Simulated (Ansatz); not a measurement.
The system is C.

```
C
1.0
     0.00000    1.78337    1.78337
     1.78337    0.00000    1.78337
     1.78337    1.78337    0.00000
C
2
Direct
  0.75000 0.75000 0.75000
  0.50000 0.50000 0.50000
```

This isn't the form of C at room conditions, which is graphite.

Base run:

```yaml
Program: Ansatz 0.2.0
Functional: HSE06
Potentials_or_basis: all-electron PAW datasets made for the crystal
Cutoff: 600 eV
Density_cutoff: 2400 eV
k_mesh: 8 × 8 × 8
Occupations: fermi-dirac, width 0.05 eV
Spin: no spin polarisation
```

Its results: band gap on the k mesh 5.29 eV, indirect (least direct gap 6.98 eV).

Task: The run is repeated on the same cell with these changes: functional from HSE06 to PBE; cutoff from 600 eV to 540 eV; density cutoff from 2400 eV to 2160 eV. What comes out?

Result: Band gap on the k mesh 4.14 eV, indirect (least direct gap 5.60 eV).

HSE06 gives the wider gap, since exact exchange removes part of the self-interaction.

A k mesh can miss the band edges.

Not every run made on this cell is shown here.
